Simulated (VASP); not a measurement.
# BaS (Fm-3m) in VASP: a series of runs, part 2 of 2

VASP 6.6.1. Earlier steps stand in the parts before.

### Step 5. Single point, PBE, non-collinear spin, zero start, spin-orbit coupling

This run uses another cell than the first one, of 32.58 Å³/atom, 1.014 times its volume.

INCAR reads:

```
SYSTEM = BaS
  PREC = Accurate
  ENCUT = 520
  EDIFF = 1E-6
  ISMEAR = -1
  SIGMA = 0.05
  LREAL = .False.
  LASPH = .True.
  NELM = 150
  ALGO = Normal
  ISIF = 2
  LWAVE = .False.
  LCHARG = .False.
  LNONCOLLINEAR = .True.
  MAGMOM = 0 0 0 0 0 0
  LORBIT = 11
  LSORBIT = .True.
  GGA_COMPAT = .False.
  LORBMOM = .True.
  GGA = PE
  NBANDS = 28
```

KPOINTS reads:

```
regular mesh
0
Gamma
  5 5 5
  0 0 0
```

POSCAR reads:

```
BaS
1.0
    0.0000000000      3.1937500000      3.1937500000
    3.1937500000      0.0000000000      3.1937500000
    3.1937500000      3.1937500000      0.0000000000
Ba S
1 1
Direct
    0.0000000000      0.0000000000      0.0000000000
    0.5000000000      0.5000000000      0.5000000000
```

Potentials or basis: VASP PAW PBE potentials, release 64 (Ba_sv, S).

On the command line:

```
$ cat potpaw_PBE.64/Ba_sv/POTCAR potpaw_PBE.64/S/POTCAR > POTCAR
$ mpirun -np 1 vasp_ncl > vasp.out
```

OUTCAR:

```text
SYSTEM = BaS
   PREC = Accurate
   ENCUT = 520
   EDIFF = 1E-6
   ISMEAR = -1
   LREAL = .False.
   LASPH = .True.
   NELM = 150
   ISIF = 2
   LNONCOLLINEAR = .True.
   LORBIT = 11
   LSORBIT = .True.
   GGA = PE

 ion  position               nearest neighbor table
   1  0.000  0.000  0.000-   2 3.19   2 3.19   2 3.19   2 3.19   2 3.19   2 3.19
   2  0.500  0.500  0.500-   1 3.19   1 3.19   1 3.19   1 3.19   1 3.19   1 3.19

  LATTYP: Found a face centered cubic cell.
 ALAT       =     6.3875000000

  Lattice vectors:

 A1 = (   0.0000000000,   3.1937500000,   3.1937500000)
 A2 = (   3.1937500000,   0.0000000000,   3.1937500000)
 A3 = (   3.1937500000,   3.1937500000,   0.0000000000)

Analysis of symmetry for initial positions (statically):
=====================================================================
 Subroutine PRICEL returns:
 Original cell was already a primitive cell.

 Routine SETGRP: Setting up the symmetry group for a
 face centered cubic supercell.

 Subroutine GETGRP returns: Found 48 space group operations
 (whereof 48 operations were pure point group operations)
 out of a pool of 48 trial point group operations.

The static configuration has the point symmetry O_h .

Analysis of symmetry for dynamics (positions and initial velocities):
=====================================================================
 Subroutine PRICEL returns:
 Original cell was already a primitive cell.

 Routine SETGRP: Setting up the symmetry group for a
 face centered cubic supercell.

 Subroutine GETGRP returns: Found 48 space group operations
 (whereof 48 operations were pure point group operations)
 out of a pool of 48 trial point group operations.

The dynamic configuration has the point symmetry O_h .

Analysis of structural, dynamic, and magnetic symmetry:
=====================================================================
 Subroutine PRICEL returns:
 Original cell was already a primitive cell.

 Routine SETGRP: Setting up the symmetry group for a
 face centered cubic supercell.

 Subroutine GETGRP returns: Found 48 space group operations
 (whereof 48 operations were pure point group operations)
 out of a pool of 48 trial point group operations.

The overall configuration has the point symmetry O_h .

 Subroutine INISYM returns: Found 48 space group operations
 (whereof 48 operations are pure point group operations),
 and found     1 'primitive' translations

----------------------------------------------------------------------------------------

                                     Primitive cell

  volume of cell :      65.1527

  direct lattice vectors                    reciprocal lattice vectors
     0.000000000  3.193750000  3.193750000    -0.156555773  0.156555773  0.156555773
     3.193750000  0.000000000  3.193750000     0.156555773 -0.156555773  0.156555773
     3.193750000  3.193750000  0.000000000     0.156555773  0.156555773 -0.156555773

  length of vectors
     4.516644565  4.516644565  4.516644565     0.271162553  0.271162553  0.271162553

  position of ions in fractional coordinates (direct lattice)
     0.000000000  0.000000000  0.000000000
[... 437 lines left out ...]
  --------------------------------------------------------------------------------------
  -------------------------------------------------------------------------------------
  Total        0.5786198      0.5786198      0.5786198      0.0000000     -0.0000000     -0.0000000
  in kB       14.2288944     14.2288944     14.2288944      0.0000000     -0.0000000     -0.0000000
  external PRESSURE =      14.2288944 kB  Pullay stress =       0.0000000 kB

 VOLUME and BASIS-vectors are now :
 -----------------------------------------------------------------------------
  energy-cutoff  :      520.00
  volume of cell :       65.15
      direct lattice vectors                 reciprocal lattice vectors
     0.000000000  3.193750000  3.193750000    -0.156555773  0.156555773  0.156555773
     3.193750000  0.000000000  3.193750000     0.156555773 -0.156555773  0.156555773
     3.193750000  3.193750000  0.000000000     0.156555773  0.156555773 -0.156555773

 POSITION                                       TOTAL-FORCE (eV/Angst)
 -----------------------------------------------------------------------------------
      0.00000      0.00000      0.00000         0.000000      0.000000      0.000000
      3.19375      3.19375      3.19375        -0.000000     -0.000000     -0.000000
 -----------------------------------------------------------------------------------
    total drift:                                0.000000      0.000000      0.000000

  FREE ENERGIE OF THE ION-ELECTRON SYSTEM (eV)
  ---------------------------------------------------
  free  energy   TOTEN  =       -10.3791763322 eV

  energy  without entropy=      -10.3791763321  energy(sigma->0) =      -10.37917633

 orbital moment (x)

 # of ion     p       d       tot
 ----------------------------------------
  1         0.000  -0.000  -0.000
  2         0.000   0.000   0.000
 ----------------------------------------
            0.000  -0.000  -0.000

 orbital moment (y)

 # of ion     p       d       tot
 ----------------------------------------
  1         0.000   0.000   0.000
  2         0.000   0.000   0.000
 ----------------------------------------
            0.000   0.000   0.000

 orbital moment (z)

 # of ion     p       d       tot
 ----------------------------------------
  1         0.000   0.000   0.000
  2         0.000   0.000   0.000
 ----------------------------------------
            0.000   0.000   0.000

 Spin-Orbit-Coupling matrix elements

 Ion:    1  E_soc:     -0.3890100
 l=   1
     0.0000000    -0.0646323    -0.0646323
    -0.0646323     0.0000000    -0.0646323
    -0.0646323    -0.0646323     0.0000000
 l=   2
     0.0000000    -0.0000136     0.0000000    -0.0000136    -0.0001890
    -0.0000136     0.0000000    -0.0001418    -0.0000136    -0.0000473
     0.0000000    -0.0001418     0.0000000    -0.0001418     0.0000000
    -0.0000136    -0.0000136    -0.0001418     0.0000000    -0.0000473
    -0.0001890    -0.0000473     0.0000000    -0.0000473     0.0000000
 l=   3
     0.0000000     0.0000000     0.0000000     0.0000000     0.0000000     0.0000000     0.0000000
     0.0000000     0.0000000     0.0000000     0.0000000     0.0000000     0.0000000     0.0000000
     0.0000000     0.0000000     0.0000000     0.0000000     0.0000000     0.0000000     0.0000000
     0.0000000     0.0000000     0.0000000     0.0000000     0.0000000     0.0000000     0.0000000
     0.0000000     0.0000000     0.0000000     0.0000000     0.0000000     0.0000000     0.0000000
     0.0000000     0.0000000     0.0000000     0.0000000     0.0000000     0.0000000     0.0000000
     0.0000000     0.0000000     0.0000000     0.0000000     0.0000000     0.0000000     0.0000000

 Ion:    2  E_soc:     -0.0023837
 l=   1
     0.0000000    -0.0003973    -0.0003973
    -0.0003973     0.0000000    -0.0003973
    -0.0003973    -0.0003973     0.0000000
 l=   2
     0.0000000     0.0000000     0.0000000     0.0000000     0.0000000
     0.0000000     0.0000000     0.0000000     0.0000000     0.0000000
     0.0000000     0.0000000     0.0000000     0.0000000     0.0000000
     0.0000000     0.0000000     0.0000000     0.0000000     0.0000000
     0.0000000     0.0000000     0.0000000     0.0000000     0.0000000
 l=   3
     0.0000000     0.0000000     0.0000000     0.0000000     0.0000000     0.0000000     0.0000000
     0.0000000     0.0000000     0.0000000     0.0000000     0.0000000     0.0000000     0.0000000
     0.0000000     0.0000000     0.0000000     0.0000000     0.0000000     0.0000000     0.0000000
     0.0000000     0.0000000     0.0000000     0.0000000     0.0000000     0.0000000     0.0000000
     0.0000000     0.0000000     0.0000000     0.0000000     0.0000000     0.0000000     0.0000000
     0.0000000     0.0000000     0.0000000     0.0000000     0.0000000     0.0000000     0.0000000
     0.0000000     0.0000000     0.0000000     0.0000000     0.0000000     0.0000000     0.0000000

 total charge

# of ion       s       p       d       tot
------------------------------------------
    1        2.011   5.618   0.277   7.906
    2        1.321   2.430   0.000   3.751
--------------------------------------------------
tot          3.332   8.048   0.277  11.657

 magnetization (x)

# of ion       s       p       d       tot
------------------------------------------
    1       -0.000  -0.000   0.000  -0.000
    2       -0.000   0.000   0.000  -0.000
--------------------------------------------------
tot         -0.000  -0.000   0.000  -0.000

 magnetization (y)

# of ion       s       p       d       tot
------------------------------------------
    1        0.000  -0.000   0.000  -0.000
    2        0.000   0.000   0.000   0.000
--------------------------------------------------
tot          0.000  -0.000   0.000  -0.000

 magnetization (z)

# of ion       s       p       d       tot
------------------------------------------
    1       -0.000   0.000   0.000  -0.000
    2       -0.000   0.000   0.000  -0.000
--------------------------------------------------
tot         -0.000   0.000   0.000  -0.000
```

Wall time 2.1 min (1 thread of AMD EPYC 7R13, shared host); peak memory 0.35 GiB.

Results:

```
Free energy                                           : -10.3792 eV
Pressure                                              : 1.4 GPa
Net moment                                            : 0.00 μB per cell
Valence electrons inside the program's atomic spheres : Ba 7.91; S 3.75
```

Moments on the atoms (μB; x, y, z):
```
Ba  0.00 0.00 0.00
S   0.00 0.00 0.00
```

### Step 6. Summary

```tsv
task	level	potentials or basis	spin	cell	k mesh	cutoff (eV)	smearing	gap on the mesh (eV)	pressure (GPa)	moment (μB)
single point	revPBE+D3(BJ)	VASP PAW PBE potentials, release 64 (Ba_sv, S)	off	a = 4.496 Å, angles 60.0°, 2 atoms	7 × 7 × 7	520	fermi-dirac 0.05 eV	2.25	0.6	-
relaxation of cell and atoms	revPBE+D3(BJ)	VASP PAW PBE potentials, release 64 (Ba_sv, S)	off	relaxed from a = 4.517 Å, angles 60.0°, 2 atoms	7 × 7 × 7	600	fermi-dirac 0.05 eV	2.27	0.0	-
single point	LDA	VASP PAW LDA potentials, release 64 (Ba_sv, S)	non-collinear, zero start, SOC	a = 4.517 Å, angles 60.0°, 2 atoms	5 × 5 × 5	520	tetrahedron	-	-1.8	0.00
single point	PBE	VASP PAW PBE potentials, release 64 (Ba_sv, S)	non-collinear, zero start, SOC	a = 4.517 Å, angles 60.0°, 2 atoms	5 × 5 × 5	520	fermi-dirac 0.05 eV	-	1.4	0.00
```

Caveats: the PAW data sets were made with another functional, which shifts forces and pressure a little (some runs); spin-orbit coupling is left out, which moves the levels of the heavy elements (some runs); the relaxation stopped at its first step, so nothing moved (some runs).

Total energies depend on the potentials used, so only differences within one code and one set of settings carry meaning.

### Step 7. Comparison with measurements

Step 2. Against the measured gap of BaS, 3.806 eV (indirect; 2 K; a printed reference work, monograph, original work of 1988), the calculated 2.25 eV is off by -1.56 eV. Spin-orbit coupling on Ba is left out. The value is that of revPBE+D3(BJ) on a finite k mesh, which can miss the band edges, without temperature or zero-point motion. Semilocal functionals fall short of measured gaps as a rule.
